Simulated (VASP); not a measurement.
# C (a cell with a defect) in VASP: relaxation of the atoms with PBE

Aim: the relaxation of the atoms of C (a cell with a defect) with PBE.

Program: VASP 6.6.1. These are calculated values, not measurements. Logs are shortened: lines on timing, memory, paths and dates and some standing lists are left out, and cuts for length are marked.

**1. The crystal as given**

The cell holds a defect, 63 atoms: a = 7.144 Å, b = 7.144 Å, c = 7.144 Å, α = 90.00°, β = 90.00°, γ = 90.00°.

The cell was built by a generator and needn't be a form met in nature.

**2. Relaxation of the atoms, PBE**

File INCAR:

```
SYSTEM = C
  PREC = Accurate
  ENCUT = 450
  EDIFF = 1E-7
  ISMEAR = -1
  SIGMA = 0.05
  LREAL = .False.
  LASPH = .True.
  NELM = 100
  ALGO = Normal
  ISIF = 2
  LWAVE = .False.
  LCHARG = .False.
  GGA = PE
  IBRION = 2
  NSW = 40
  EDIFFG = -0.02
  NELECT = 253
```

File KPOINTS:

```
regular mesh
0
Gamma
  2 2 2
  0 0 0
```

File POSCAR:

```
C
1.0
    7.1440000000      0.0000000000      0.0000000000
    0.0000000000      7.1440000000      0.0000000000
    0.0000000000      0.0000000000      7.1440000000
C
63
Direct
    0.7500000000      0.2500000000      0.0000000000
    0.7500000000      0.0000000000      0.2500000000
    0.0000000000      0.0000000000      0.0000000000
    0.2500000000      0.2500000000      0.0000000000
    0.5000000000      0.5000000000      0.0000000000
    0.7500000000      0.7500000000      0.0000000000
    0.2500000000      0.0000000000      0.2500000000
    0.5000000000      0.2500000000      0.2500000000
    0.7500000000      0.5000000000      0.2500000000
    0.5000000000      0.0000000000      0.5000000000
    0.7500000000      0.2500000000      0.5000000000
    0.7500000000      0.0000000000      0.7500000000
    0.0000000000      0.5000000000      0.0000000000
    0.2500000000      0.7500000000      0.0000000000
    0.0000000000      0.2500000000      0.2500000000
    0.2500000000      0.5000000000      0.2500000000
    0.5000000000      0.7500000000      0.2500000000
    0.0000000000      0.0000000000      0.5000000000
    0.2500000000      0.2500000000      0.5000000000
    0.5000000000      0.5000000000      0.5000000000
    0.7500000000      0.7500000000      0.5000000000
    0.2500000000      0.0000000000      0.7500000000
    0.5000000000      0.2500000000      0.7500000000
    0.7500000000      0.5000000000      0.7500000000
    0.0000000000      0.7500000000      0.2500000000
    0.0000000000      0.5000000000      0.5000000000
    0.2500000000      0.7500000000      0.5000000000
    0.0000000000      0.2500000000      0.7500000000
    0.2500000000      0.5000000000      0.7500000000
    0.5000000000      0.7500000000      0.7500000000
    0.0000000000      0.7500000000      0.7500000000
    0.6250000000      0.1250000000      0.1250000000
    0.8750000000      0.3750000000      0.1250000000
    0.8750000000      0.1250000000      0.3750000000
    0.1250000000      0.1250000000      0.1250000000
    0.3750000000      0.3750000000      0.1250000000
    0.6250000000      0.6250000000      0.1250000000
    0.8750000000      0.8750000000      0.1250000000
    0.3750000000      0.1250000000      0.3750000000
    0.6250000000      0.3750000000      0.3750000000
    0.8750000000      0.6250000000      0.3750000000
    0.6250000000      0.1250000000      0.6250000000
    0.8750000000      0.3750000000      0.6250000000
    0.8750000000      0.1250000000      0.8750000000
    0.1250000000      0.6250000000      0.1250000000
    0.3750000000      0.8750000000      0.1250000000
    0.1250000000      0.3750000000      0.3750000000
    0.3750000000      0.6250000000      0.3750000000
    0.6250000000      0.8750000000      0.3750000000
    0.1250000000      0.1250000000      0.6250000000
    0.3750000000      0.3750000000      0.6250000000
    0.6250000000      0.6250000000      0.6250000000
    0.8750000000      0.8750000000      0.6250000000
    0.3750000000      0.1250000000      0.8750000000
    0.6250000000      0.3750000000      0.8750000000
    0.8750000000      0.6250000000      0.8750000000
    0.1250000000      0.8750000000      0.3750000000
    0.1250000000      0.6250000000      0.6250000000
    0.3750000000      0.8750000000      0.6250000000
    0.1250000000      0.3750000000      0.8750000000
    0.3750000000      0.6250000000      0.8750000000
    0.6250000000      0.8750000000      0.8750000000
    0.1250000000      0.8750000000      0.8750000000
```

Potentials or basis: VASP PAW PBE potentials, release 64 (C).

Run with:

```console
$ cat potpaw_PBE.64/C/POTCAR > POTCAR
$ mpirun -np 1 vasp_std > vasp.out
```

OUTCAR:

```text
SYSTEM = C
   PREC = Accurate
   ENCUT = 450
   EDIFF = 1E-7
   ISMEAR = -1
   LREAL = .False.
   LASPH = .True.
   NELM = 100
   ISIF = 2
   GGA = PE
   IBRION = 2
   NSW = 40
   EDIFFG = -0.02
   NELECT = 253

 ion  position               nearest neighbor table
   1  0.750  0.250  0.000-  32 1.55  33 1.55  44 1.55  55 1.55
   2  0.750  0.000  0.250-  32 1.55  34 1.55  38 1.55  49 1.55
   3  0.000  0.000  0.000-  35 1.55  38 1.55  44 1.55  63 1.55
   4  0.250  0.250  0.000-  35 1.55  36 1.55  54 1.55  60 1.55
   5  0.500  0.500  0.000-  36 1.55  37 1.55  55 1.55  61 1.55
   6  0.750  0.750  0.000-  37 1.55  38 1.55  56 1.55  62 1.55
[... 43 lines left out ...]
  50  0.125  0.125  0.625-  18 1.55  19 1.55  22 1.55  28 1.55
  51  0.375  0.375  0.625-  19 1.55  20 1.55  23 1.55  29 1.55
  52  0.625  0.625  0.625-  20 1.55  21 1.55  24 1.55  30 1.55
  53  0.875  0.875  0.625-  12 1.55  18 1.55  21 1.55  31 1.55
  54  0.375  0.125  0.875-   4 1.55  22 1.55  23 1.55
  55  0.625  0.375  0.875-   1 1.55   5 1.55  23 1.55  24 1.55
  56  0.875  0.625  0.875-   6 1.55  13 1.55  24 1.55  31 1.55
  57  0.125  0.875  0.375-   7 1.55  18 1.55  25 1.55  27 1.55
  58  0.125  0.625  0.625-  26 1.55  27 1.55  29 1.55  31 1.55
  59  0.375  0.875  0.625-  10 1.55  22 1.55  27 1.55  30 1.55
  60  0.125  0.375  0.875-   4 1.55  13 1.55  28 1.55  29 1.55
  61  0.375  0.625  0.875-   5 1.55  14 1.55  29 1.55  30 1.55
  62  0.625  0.875  0.875-   6 1.55  12 1.55  30 1.55
  63  0.125  0.875  0.875-   3 1.55  14 1.55  22 1.55  31 1.55

  LATTYP: Found a simple cubic cell.
 ALAT       =     7.1440000000

  Lattice vectors:

 A1 = (   7.1440000000,   0.0000000000,   0.0000000000)
 A2 = (   0.0000000000,   7.1440000000,   0.0000000000)
 A3 = (   0.0000000000,   0.0000000000,   7.1440000000)

Analysis of symmetry for initial positions (statically):
=====================================================================
 Subroutine PRICEL returns:
 Original cell was already a primitive cell.

 Routine SETGRP: Setting up the symmetry group for a
 simple cubic supercell.

 Subroutine GETGRP returns: Found 24 space group operations
 (whereof  8 operations were pure point group operations)
 out of a pool of 48 trial point group operations.

The static configuration has the point symmetry D_2d.
 The point group associated with its full space group is T_d .

Analysis of symmetry for dynamics (positions and initial velocities):
=====================================================================
 Subroutine PRICEL returns:
 Original cell was already a primitive cell.

 Routine SETGRP: Setting up the symmetry group for a
 simple cubic supercell.

 Subroutine GETGRP returns: Found 24 space group operations
 (whereof  8 operations were pure point group operations)
 out of a pool of 48 trial point group operations.

The dynamic configuration has the point symmetry D_2d.
 The point group associated with its full space group is T_d .

 Subroutine INISYM returns: Found 24 space group operations
 (whereof  8 operations are pure point group operations),
 and found     1 'primitive' translations

----------------------------------------------------------------------------------------

                                     Primitive cell

  volume of cell :     364.6064

  direct lattice vectors                    reciprocal lattice vectors
     7.144000000  0.000000000  0.000000000     0.139977604  0.000000000  0.000000000
     0.000000000  7.144000000  0.000000000     0.000000000  0.139977604  0.000000000
     0.000000000  0.000000000  7.144000000     0.000000000  0.000000000  0.139977604

  length of vectors
     7.144000000  7.144000000  7.144000000     0.139977604  0.139977604  0.139977604

[... 152 lines left out ...]
 Subroutine IBZKPT returns following result:
 ===========================================

 Found      4 irreducible k-points:

 Following reciprocal coordinates:
            Coordinates               Weight
  0.000000  0.000000  0.000000      1.000000
  0.500000  0.000000  0.000000      3.000000
  0.500000  0.500000  0.000000      3.000000
  0.500000  0.500000  0.500000      1.000000
   k-points           NKPTS =      4   k-points in BZ     NKDIM =      4   number of bands    NBANDS=    158
   number of dos      NEDOS =    301   number of ions     NIONS =     63
   total plane-waves  NPLWV = 125000
   dimension x,y,z NGX =    50 NGY =   50 NGZ =   50
   dimension x,y,z NGXF=   100 NGYF=  100 NGZF=  100
   ions per type =              63
   NGX,Y,Z   is equivalent  to a cutoff of  11.64, 11.64, 11.64 a.u.
   NGXF,Y,Z  is equivalent  to a cutoff of  23.27, 23.27, 23.27 a.u.
 SYSTEM =  C
   PREC   = accura    normal or accurate (medium, high low for compatibility)
   ISTART =      0    job   : 0-new  1-cont  2-samecut
   ICHARG =      2    charge: 1-file 2-atom 10-const
   ISPIN  =      1    spin polarized calculation?
   LNONCOLLINEAR =      F non collinear calculations
   LSORBIT =      F    spin-orbit coupling
   LASPH  =      T    aspherical Exc in radial PAW
   ENCUT  =  450.0 eV  33.07 Ry    5.75 a.u.  12.36 12.36 12.36*2*pi/ulx,y,z
   NELM   =    100;   NELMIN=  2; NELMDL= -5     # of ELM steps
   EDIFF  = 0.1E-06   stopping-criterion for ELM
   LREAL  =      F    real-space projection
   EDIFFG = -.2E-01   stopping-criterion for IOM
   NSW    =     40    number of steps for IOM
   IBRION =      2    ionic relax: 0-MD 1-quasi-New 2-CG
   NFREE  =      1    steps in history (QN), initial steepest desc. (CG)
   ISIF   =      2    stress and relaxation
   ISYM   =      2    0-nonsym 1-usesym 2-fastsym
   POTIM  = 0.5000    time-step for ionic-motion
   TEBEG  =    0.0;   TEEND  =   0.0 temperature during run
   PSTRESS=    0.0 pullay stress
   NELECT =     253.0000    total number of electrons
   NUPDOWN=      -1.0000    fix difference up-down
   EMIN   =  10.00;   EMAX   =-10.00  energy-range for DOS
   EFERMI =   0.00;   METHOD = LEGACY
   ISMEAR =    -1;   SIGMA  =   0.05  broadening in eV -4-tet -1-fermi 0-gaus
   EFERMI_NEDOS =   21; number of points for ismear=-14 and -15
   IALGO  =     38    algorithm
   IMIX   =      4    mixing-type and parameters
     AMIX     =   0.40;   BMIX     =  1.00
     AMIX_MAG =   1.60;   BMIX_MAG =  1.00
  volume/ion in A,a.u.               =       5.79        39.06
  Fermi-wavevector in a.u.,A,eV,Ry     =   1.449351  2.738876 28.580645  2.100618
  Thomas-Fermi vector in A             =   2.567088
   LORBIT       =      0    0 simple, 1 ext, 2 COOP (PROOUT), +10 PAW based schemes
   GGA     = PE    functional components
   LHFCALC =     F    Hartree Fock is set to
   AEXX    =    0.0000 exact exchange contribution
   IVDW    =     0    specifies the selected vdW correction
   LEPSILON=     F    determine dielectric tensor
   LRPA    =     F    only Hartree local field effects (RPA)
 conjugate gradient relaxation of ions
 non-spin polarized calculation
  energy-cutoff  :      450.00
  volume of cell :      364.61
 maximum number of plane-waves:      7920
 NGX is ok and might be reduce to    50
   NGX = 25   NGY = 25   NGZ = 25

--------------------------------------- Ionic step        1  -------------------------------------------

 number of electron     252.9999946 magnetization

 Free energy of the ion-electron system (eV)
  ---------------------------------------------------
  ext. energy  EPLUGINS =         0.00000000
  ---------------------------------------------------
  free energy    TOTEN  =      -554.51576104 eV

  energy without entropy =     -554.42122053  energy(sigma->0) =     -554.46849078

------------------------ aborting loop because EDIFF is reached ----------------------------------------

  FORCE on cell =-STRESS in cart. coord.  units (eV):
  Direction    XX          YY          ZZ          XY          YZ          ZX
  --------------------------------------------------------------------------------------
  -------------------------------------------------------------------------------------
  Total       11.1823199     11.1823199     11.1823199      0.0000000      0.0000000     -0.0000000
  in kB       49.1380771     49.1380771     49.1380771      0.0000000      0.0000000     -0.0000000
  external PRESSURE =      49.1380771 kB  Pullay stress =       0.0000000 kB
[... 272 lines left out ...]
  FREE ENERGIE OF THE ION-ELECTRON SYSTEM (eV)
  ---------------------------------------------------
  free  energy   TOTEN  =      -555.0378725558 eV

  energy  without entropy=     -554.9326599607  energy(sigma->0) =     -554.98526626

[... ionic steps 4 to 7 ...]

--------------------------------------- Ionic step        8  -------------------------------------------

 number of electron     252.9999968 magnetization

------------------------ aborting loop because EDIFF is reached ----------------------------------------
[... 189 lines left out ...]
--------------------------------------- Ionic step       10  -------------------------------------------

 number of electron     252.9999969 magnetization

 Free energy of the ion-electron system (eV)
  ---------------------------------------------------
  ext. energy  EPLUGINS =         0.00000000
  ---------------------------------------------------
  free energy    TOTEN  =      -555.17188671 eV

  energy without entropy =     -555.05829522  energy(sigma->0) =     -555.11509097

 E-fermi :  11.3806     XC(G=0): -13.1615

 val. band max:       11.3520548171   @ k =   0.5000   0.0000   0.0000
 cond. band min:      11.4320819872   @ k =   0.5000   0.5000   0.0000
 fundamental gap:      0.0800271701
 Fermi energy:        11.3806327611

 k-point     1 :       0.0000    0.0000    0.0000
  band No.  band energies     occupation
      1     -11.9998      2.00000
      2      -9.8160      2.00000
      3      -9.8160      2.00000
      4      -9.7611      2.00000
      5      -9.7611      2.00000
      6      -9.7611      2.00000
[... 553 lines left out ...]
    137      15.3550      0.00000
    138      15.3550      0.00000
 [bands above 138 left out]

------------------------ aborting loop because EDIFF is reached ----------------------------------------

  FORCE on cell =-STRESS in cart. coord.  units (eV):
  Direction    XX          YY          ZZ          XY          YZ          ZX
  --------------------------------------------------------------------------------------
  -------------------------------------------------------------------------------------
  Total       14.8811003     14.8811003     14.8811003      0.0000000     -0.0000000     -0.0000000
  in kB       65.3914984     65.3914984     65.3914984      0.0000000     -0.0000000     -0.0000000
  external PRESSURE =      65.3914984 kB  Pullay stress =       0.0000000 kB
[... 78 lines left out ...]
  FREE ENERGIE OF THE ION-ELECTRON SYSTEM (eV)
  ---------------------------------------------------
  free  energy   TOTEN  =      -555.1718867144 eV

  energy  without entropy=     -555.0582952226  energy(sigma->0) =     -555.11509097

 reached required accuracy - stopping structural energy minimisation
```

Wall time 18 min (1 thread of Intel Xeon 6975P-C (Granite Rapids), shared host); peak memory 0.41 GiB.

Results:

```
Free energy                  : -555.1719 eV
Energy gained by relaxing    : 10.4 meV/atom
Ionic steps                  : 10
Largest force after relaxing : 0.011 eV/Å
Band gap on the k mesh       : none (metal or under the smearing width)
```

Forces in eV/Å, atoms in the order of the input:
```
C    0.003  0.003 -0.004
C    0.003 -0.004  0.003
C    0.000  0.000  0.000
C   -0.003  0.003  0.004
C    0.000  0.000  0.000
C    0.003 -0.003  0.004
C   -0.003  0.004  0.003
C   -0.004  0.003  0.003
C    0.002 -0.004  0.002
C    0.000  0.000  0.000
C    0.002  0.002 -0.004
C    0.003  0.004 -0.003
C    0.000  0.000  0.000
C   -0.003 -0.003 -0.004
C   -0.004  0.002  0.002
C   -0.002  0.004  0.002
C    0.004 -0.003  0.003
C    0.000  0.000  0.000
C   -0.002  0.002  0.004
C    0.000  0.000  0.000
C    0.002 -0.002  0.004
C   -0.003 -0.004 -0.003
C    0.004  0.003 -0.003
C    0.002  0.004 -0.002
C    0.004 -0.002  0.002
C    0.000  0.000  0.000
C   -0.002 -0.002 -0.004
C    0.004  0.002 -0.002
C   -0.002 -0.004 -0.002
C   -0.004 -0.003 -0.003
C   -0.004 -0.002 -0.002
C   -0.002 -0.002 -0.002
C    0.005  0.005 -0.008
C    0.005 -0.008  0.005
C    0.006 -0.004 -0.004
C    0.004 -0.006 -0.004
C   -0.004  0.006 -0.004
C   -0.006  0.004 -0.004
C    0.004 -0.004 -0.006
C   -0.008  0.005  0.005
C    0.002 -0.002  0.002
C   -0.004 -0.004  0.006
C    0.002  0.002 -0.002
C   -0.006 -0.004  0.004
C   -0.005 -0.005 -0.008
C    0.002  0.002 -0.002
C   -0.002  0.002  0.002
C    0.008 -0.005  0.005
C   -0.004  0.004 -0.006
C   -0.005 -0.008 -0.005
C    0.008  0.005 -0.005
C   -0.008 -0.005 -0.005
C    0.005  0.008 -0.005
C    0.002 -0.002  0.002
C   -0.004 -0.006  0.004
C    0.005 -0.005  0.008
C   -0.005  0.008  0.005
C   -0.002 -0.002 -0.002
C    0.004  0.004  0.006
C   -0.005  0.005  0.008
C    0.004  0.006  0.004
C   -0.002  0.002  0.002
C    0.006  0.004  0.004
```

The path:
| step | energy change (eV) | largest force (eV/Å) | pressure (GPa) |
| --- | --- | --- | --- |
| 1 | 0.0000 | 2.3764 | 4.91 |
| 2 | -0.1294 | 1.7959 | 6.99 |
| 3 | -0.5221 | 0.7033 | 5.77 |
| 4 | -0.6066 | 0.4007 | 6.65 |
| 5 | -0.6320 | 0.2017 | 6.34 |
| 6 | -0.6444 | 0.2559 | 6.59 |
| 7 | -0.6525 | 0.1273 | 6.49 |
| 8 | -0.6551 | 0.1156 | 6.54 |
| 9 | -0.6559 | 0.0379 | 6.52 |
| 10 | -0.6561 | 0.0113 | 6.54 |

Caveat: the k mesh is coarse (spacing up to 0.44 Å⁻¹), so the values aren't converged; the cell is charged against a uniform background, so pressure and absolute levels hang on convention; the cutoff is under 1.25 times the usual one of these potentials, so pressure, stress and relaxed cells hold a basis-set (Pulay) error.
